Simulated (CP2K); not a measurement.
# CdTe (F-43m) in CP2K: reference runs

Aim: a first look at CdTe with PBEsol, on the cell as given.

Program: CP2K 2026.2. These are calculated values, not measurements. Logs are shortened: lines on timing, memory, paths and dates and some standing lists are left out, and cuts for length are marked.

**What was measured.**

From a printed reference work, data compilation, for a bulk crystal of CdTe at 0 K: band gap 1.607 eV.

The results are compared with them further down.

## Step 1: Starting point

The structure is cubic, space group F-43m (No. 216). Conventional cell: a = 6.410 Å, b = 6.410 Å, c = 6.410 Å, α = 90.00°, β = 90.00°, γ = 90.00°. Around Te (site symmetry -43m) lie 4 Cd at 2.78 Å. Cd (site symmetry -43m) is surrounded by 4 Te at 2.78 Å.

## Step 2: Single point, PBEsol

File cdte_scf.inp:

```
&GLOBAL
  PROJECT cdte_scf
  RUN_TYPE ENERGY_FORCE
  PRINT_LEVEL LOW
&END GLOBAL
&FORCE_EVAL
  METHOD QS
  STRESS_TENSOR ANALYTICAL
  &DFT
    BASIS_SET_FILE_NAME BASIS_MOLOPT_UZH
    POTENTIAL_FILE_NAME POTENTIAL_UZH
    &MGRID
      CUTOFF 450
      REL_CUTOFF 60
      NGRIDS 4
    &END MGRID
    &QS
      METHOD GPW
      EPS_DEFAULT 1.0E-10
    &END QS
    &KPOINTS
      SCHEME MONKHORST-PACK 7 7 7
      GAMMA_CENTERED T
      SYMMETRY T
      SYMMETRY_BACKEND SPGLIB
    &END KPOINTS
    &SCF
      SCF_GUESS ATOMIC
      EPS_SCF 1.0E-6
      MAX_SCF 100
      ADDED_MOS 10
      CHOLESKY OFF
      EPS_EIGVAL 1.0E-7
      &DIAGONALIZATION ON
        ALGORITHM STANDARD
      &END DIAGONALIZATION
      &MIXING ON
        METHOD BROYDEN_MIXING
        ALPHA 0.4
        BETA 1.5
        NBUFFER 8
      &END MIXING
      &SMEAR ON
        METHOD FERMI_DIRAC
        ELECTRONIC_TEMPERATURE [K] 580.226
      &END SMEAR
    &END SCF
    &XC
      &XC_FUNCTIONAL
        &GGA_X_PBE_SOL
        &END GGA_X_PBE_SOL
        &GGA_C_PBE_SOL
        &END GGA_C_PBE_SOL
      &END XC_FUNCTIONAL
    &END XC
    &PRINT
      &KPOINTS ON
      &END KPOINTS
      &MULLIKEN ON
      &END MULLIKEN
      &MO ON
        ENERGIES T
        OCCUPATION_NUMBERS T
        &EACH
          QS_SCF 0
        &END EACH
        ADD_LAST NUMERIC
      &END MO
      &LOWDIN ON
      &END LOWDIN
      &HIRSHFELD ON
        SHAPE_FUNCTION DENSITY
      &END HIRSHFELD
      &E_DENSITY_CUBE ON
        STRIDE 1
      &END E_DENSITY_CUBE
      &V_HARTREE_CUBE ON
        STRIDE 1
      &END V_HARTREE_CUBE
      &ELF_CUBE ON
        STRIDE 1
      &END ELF_CUBE
    &END PRINT
  &END DFT
  &SUBSYS
    &CELL
      A 4.5325544674 0.0000000000 0.0000000000
      B 2.2662772337 3.9253073128 0.0000000000
      C 2.2662772337 1.3084357709 3.7008152255
      PERIODIC XYZ
    &END CELL
    &COORD
      Te  6.7988317011 3.9253073128 2.7756114191
      Cd  0.0000000000 0.0000000000 0.0000000000
    &END COORD
    &KIND Te
      BASIS_SET TZVP-MOLOPT-PBE-GTH-q6
      POTENTIAL GTH-PBE-q6
    &END KIND
    &KIND Cd
      BASIS_SET TZVP-MOLOPT-PBE-GTH-q12
      POTENTIAL GTH-PBE-q12
    &END KIND
    &PRINT
      &ATOMIC_COORDINATES ON
      &END ATOMIC_COORDINATES
      &CELL ON
      &END CELL
    &END PRINT
  &END SUBSYS
  &PRINT
    &FORCES ON
    &END FORCES
    &STRESS_TENSOR ON
    &END STRESS_TENSOR
  &END PRINT
&END FORCE_EVAL
```

Potentials or basis: POTENTIAL_UZH Te GTH-PBE-q6, Cd GTH-PBE-q12; TZVP-MOLOPT-PBE-GTH basis.

Launch:

```
$ OMP_NUM_THREADS=1 cp2k.psmp -i cdte_scf.inp -o cdte_scf.out
```

cdte_scf.out:

```text

 CP2K| version string:                                       CP2K version 2026.2
 CP2K| Input file name                                              cdte_scf.inp

 GLOBAL| Force Environment number                                              1
 GLOBAL| Basis set file name                                    BASIS_MOLOPT_UZH
 GLOBAL| Potential file name                                       POTENTIAL_UZH
 GLOBAL| MM Potential file name                                     MM_POTENTIAL
 GLOBAL| Coordinate file name                                      __STD_INPUT__
 GLOBAL| Method name                                                        CP2K
 GLOBAL| Project name                                                   cdte_scf
 GLOBAL| Run type                                                   ENERGY_FORCE
 GLOBAL| FFT library                                                       FFTW3
[... 6 lines left out ...]
 GLOBAL| Total number of message passing processes                             1
 GLOBAL| Number of threads for this process                                    1
 GLOBAL| CPU model name           Intel(R) Xeon(R) Platinum 8259CL CPU @ 2.50GHz

 CELL| Volume [angstrom^3]:                                            65.843680
 CELL| Vector a [angstrom]:       4.533     0.000     0.000   |a| =     4.532554
 CELL| Vector b [angstrom]:       2.266     3.925     0.000   |b| =     4.532554
 CELL| Vector c [angstrom]:       2.266     1.308     3.701   |c| =     4.532554
 CELL| Angle (b,c), alpha [degree]:                                    60.000000
 CELL| Angle (a,c), beta  [degree]:                                    60.000000
 CELL| Angle (a,b), gamma [degree]:                                    60.000000
 CELL| Numerically orthorhombic:                                              NO
 CELL| Periodicity                                                           XYZ

 CELL_REF| Volume [angstrom^3]:                                        65.843680
 CELL_REF| Vector a [angstrom     4.533     0.000     0.000   |a| =     4.532554
 CELL_REF| Vector b [angstrom     2.266     3.925     0.000   |b| =     4.532554
 CELL_REF| Vector c [angstrom     2.266     1.308     3.701   |c| =     4.532554
 CELL_REF| Angle (b,c), alpha [degree]:                                60.000000
 CELL_REF| Angle (a,c), beta  [degree]:                                60.000000
 CELL_REF| Angle (a,b), gamma [degree]:                                60.000000
 CELL_REF| Numerically orthorhombic:                                          NO
 CELL_REF| Periodicity                                                       XYZ
[... 9 lines left out ...]
 TOTAL NUMBERS AND MAXIMUM NUMBERS

  Total number of            - Atomic kinds:                                   2
                             - Atoms:                                          2
                             - Shell sets:                                     2
                             - Shells:                                        17
                             - Primitive Cartesian functions:                  9
                             - Cartesian basis functions:                     58
                             - Spherical basis functions:                     51

  Maximum angular momentum of- Orbital basis functions:                        3
                             - Local part of the GTH pseudopotential:          0
                             - Non-local part of the GTH pseudopotential:      4

 MODULE QUICKSTEP: ATOMIC COORDINATES IN ANGSTROM

   Atom Kind Element         X             Y             Z       Z(eff)     Mass
      1    1 Te   52      6.798832      3.925307      2.775611   6.0000 127.6000
      2    2 Cd   48      0.000000      0.000000      0.000000  12.0000 112.4110

 SCF PARAMETERS         Density guess:                                    ATOMIC
                        --------------------------------------------------------
                        max_scf:                                             100
[... 7 lines left out ...]
                        --------------------------------------------------------
                        level_shift [a.u.]:                             0.000000
                        added MOs                                        10    0
                        --------------------------------------------------------
                        Mixing method:                            BROYDEN_MIXING
                                                charge density mixing in g-space
                        --------------------------------------------------------
                        Smear method:                                FERMI_DIRAC
                        Electronic temperature [K]:                        580.2
                        Electronic temperature [a.u.]:                  1.84E-03
                        Accuracy threshold:                             1.00E-10
                        --------------------------------------------------------
                        No outer SCF

 *******************************************************************************
                                    Kpoints
[... 11 lines left out ...]
 BRILLOUIN|     1           0.02332       -0.42857       -0.42857       -0.42857
 BRILLOUIN|     2           0.06997       -0.42857       -0.42857       -0.28571
 BRILLOUIN|     3           0.06997       -0.42857       -0.42857       -0.14286
 BRILLOUIN|     4           0.01749       -0.42857       -0.42857        0.00000
 BRILLOUIN|     5           0.03499       -0.42857       -0.42857        0.14286
 BRILLOUIN|     6           0.06997       -0.42857       -0.42857        0.28571
[... 12 lines left out ...]
 BRILLOUIN|    19           0.01749       -0.14286       -0.14286        0.00000
 BRILLOUIN|    20           0.00292        0.00000        0.00000        0.00000
 *******************************************************************************

 Extrapolation method: initial_guess

 Number of electrons:                                                         18
 Number of occupied orbitals:                                                  9
 Number of molecular orbitals:                                                19

 Number of orbital functions:                                                 51
 Number of independent orbital functions:                                     51

 SCF WAVEFUNCTION OPTIMIZATION

  Step     Update method      Time    Convergence         Total energy    Change
  ------------------------------------------------------------------------------
     1 NoMix/Diag. 0.40E+00    1.8     1.28002239       -54.2419689609 -5.42E+01
     2 Broy./Diag. 0.40E+00    2.1     0.02981738       -54.4990085172 -2.57E-01
     3 Broy./Diag. 0.40E+00    2.2     0.07361401       -54.2552405413  2.44E-01
     4 Broy./Diag. 0.40E+00    2.1     0.01369865       -54.1197913784  1.35E-01
     5 Broy./Diag. 0.40E+00    2.1     0.00136737       -54.1598948709 -4.01E-02
     6 Broy./Diag. 0.40E+00    2.1     0.00122116       -54.1700609210 -1.02E-02
     7 Broy./Diag. 0.40E+00    2.2     0.00118247       -54.1628775923  7.18E-03
     8 Broy./Diag. 0.40E+00    2.1     0.00133524       -54.1586039377  4.27E-03
     9 Broy./Diag. 0.40E+00    2.2     0.00012250       -54.1587684309 -1.64E-04
    10 Broy./Diag. 0.40E+00    2.1     0.00003481       -54.1590651809 -2.97E-04
    11 Broy./Diag. 0.40E+00    2.2     0.00002904       -54.1591267468 -6.16E-05
    12 Broy./Diag. 0.40E+00    2.1     0.00000540       -54.1591669532 -4.02E-05
    13 Broy./Diag. 0.40E+00    2.1     0.00000947       -54.1591866055 -1.97E-05
    14 Broy./Diag. 0.40E+00    2.1     0.00000109       -54.1592068558 -2.03E-05
    15 Broy./Diag. 0.40E+00    2.2     0.00000073       -54.1592067057  1.50E-07

  *** SCF run converged in    15 steps ***

  Electronic density on regular grids:        -17.9999999984        0.0000000016
  Core density on regular grids:               17.9999999969       -0.0000000031
  Total charge density on r-space grids:       -0.0000000016
  Total charge density g-space grids:          -0.0000000016

  Overlap energy of the core charge distribution:               0.00000000238372
  Self energy of the core charge distribution:                -91.51912444774888
  Core Hamiltonian energy:                                     27.58200398068069
  Hartree energy:                                              18.11728822346832
  Exchange-correlation energy:                                 -8.33937423310961
  Electronic entropic energy:                                  -0.00000023135066
  Fermi energy:                                                 0.14040158533904

  Total energy:                                               -54.15920670568190
  Total energy (extrapolated to T->0):                        -54.15920659000656

 MO| EIGENVALUES AND OCCUPATION NUMBERS FOR K POINT 1
 MO|
 MO|  Index      Eigenvalue [a.u.]        Eigenvalue [eV]             Occupation
 MO|      1              -0.277999              -7.564734               2.000000
 MO|      2              -0.181098              -4.927916               2.000000
 MO|      3              -0.181098              -4.927916               2.000000
 MO|      4              -0.172332              -4.689399               2.000000
 MO|      5              -0.172332              -4.689399               2.000000
 MO|      6              -0.161304              -4.389298               2.000000
[... 343 lines left out ...]
 MO|     18               0.702884              19.126457               0.000000
 MO|     19               0.702887              19.126530               0.000000
 MO| Sum:                                                              18.000000
 MO| E(Fermi):            0.140402 a.u.          3.820521 eV

 [... the levels of further k-points ...]

 The electron density is written in Cube    file format to the file:

 cdte_scf-ELECTRON_DENSITY-1_0.cube

 !-----------------------------------------------------------------------------!
                     Mulliken Population Analysis

 #  Atom  Element  Kind  Atomic population                           Net charge
       1     Te       1          6.569838                             -0.569838
       2     Cd       2         11.430162                              0.569838
 # Total charge                             18.000000                  0.000000

 !-----------------------------------------------------------------------------!

 !-----------------------------------------------------------------------------!
                           Hirshfeld Charges

  #Atom  Element  Kind  Ref Charge     Population                    Net charge
      1       Te     1       6.000          6.175                        -0.175
      2       Cd     2      12.000         11.825                         0.175

  Total Charge                                                           -0.000
 !-----------------------------------------------------------------------------!

 LOWDIN POPULATION ANALYSIS

 #  Atom  Element  Kind  Atomic population                           Net charge
       1     Te       1          4.388122                              1.611878
       2     Cd       2         13.611878                             -1.611878
 # Total charge                             18.000000                  0.000000

               ----- ELF is computed on the real space grid -----

 ELF is written in Cube    file format to the file:

 cdte_scf-ELF_S1-1_0.cube

 ENERGY| Total FORCE_EVAL ( QS ) energy [hartree]            -54.159205107628289

 FORCES| Atomic forces [hartree/bohr]
 FORCES|   Atom     x               y               z               |f|
 FORCES|      1 -2.05568845E-10 -3.07711626E-08 -1.38500176E-08   3.37450692E-08
 FORCES|      2  2.96776694E-10  3.08251808E-08  1.38875733E-08   3.38104206E-08
 FORCES| Sum     9.12078488E-11  5.40182123E-11  3.75557116E-11
 FORCES| Total atomic force                                       1.12460084E-10

 STRESS| Analytical stress tensor [bar]
 STRESS|                        x                   y                   z
 STRESS|      x        2.88906322275E+04  -4.39219109525E-02  -2.59239675955E-02
 STRESS|      y       -4.39219109525E-02   2.88906818803E+04   9.30368140326E-02
 STRESS|      z       -2.59239675955E-02   9.30368140326E-02   2.88906213930E+04
 STRESS| 1/3 Trace                                             2.88906451669E+04
 STRESS| Determinant                                           2.41141368357E+13

 STRESS| Eigenvectors and eigenvalues of the analytical stress tensor [bar]
 STRESS|                        1                   2                   3
 STRESS| Eigenvalues   2.88905534505E+04   2.88906136405E+04   2.88907684096E+04
 STRESS|      x           0.073541469390      0.934020133955     -0.349568364767
 STRESS|      y           0.601442557921      0.238064960647      0.762621743746
 STRESS|      z          -0.795524042252      0.266329615098      0.544251811499
```

Wall time 44 s (1 thread of Intel Xeon Platinum 8259CL at 2.50GHz (Skylake/Cascade Lake), shared host); peak memory 0.36 GiB.

Results:

* Free energy: -1473.7469 eV
* Pressure: 2.9 GPa
* Band gap on the k mesh: 0.73 eV, direct
* Mulliken charges: Te -0.57; Cd +0.57 e
* Hirshfeld charges: Te -0.17; Cd +0.17 e

Levels at points of the mesh, in eV from the valence-band top:
| k point | band 7 | band 8 | band 9 | band 10 | band 11 | band 12 |
| --- | --- | --- | --- | --- | --- | --- |
| (0.00, 0.00, 0.00) | 0.00 | 0.00 | 0.00 | 0.73 | 4.64 | 4.64 |

Caveat: Mulliken charges move with the basis; the potentials were made for another functional, which shifts forces and pressure; spin-orbit coupling is left out, which moves the levels of the heavy elements; the basis of atomic orbitals isn't converged, which shifts pressures, moduli and gaps.

## Step 3: Comparison with measurements

Step 2. Against the measured gap of CdTe, 1.607 eV (0 K; a printed reference work, data compilation), the calculated 0.73 eV is off by -0.88 eV. Spin-orbit coupling on Cd, Te is left out. The value is that of PBEsol in an atomic basis (POTENTIAL_UZH Te GTH-PBE-q6, Cd GTH-PBE-q12; TZVP-MOLOPT-PBE-GTH basis), whose error adds to the functional's,, without temperature or zero-point motion. Semilocal functionals fall short of measured gaps as a rule.
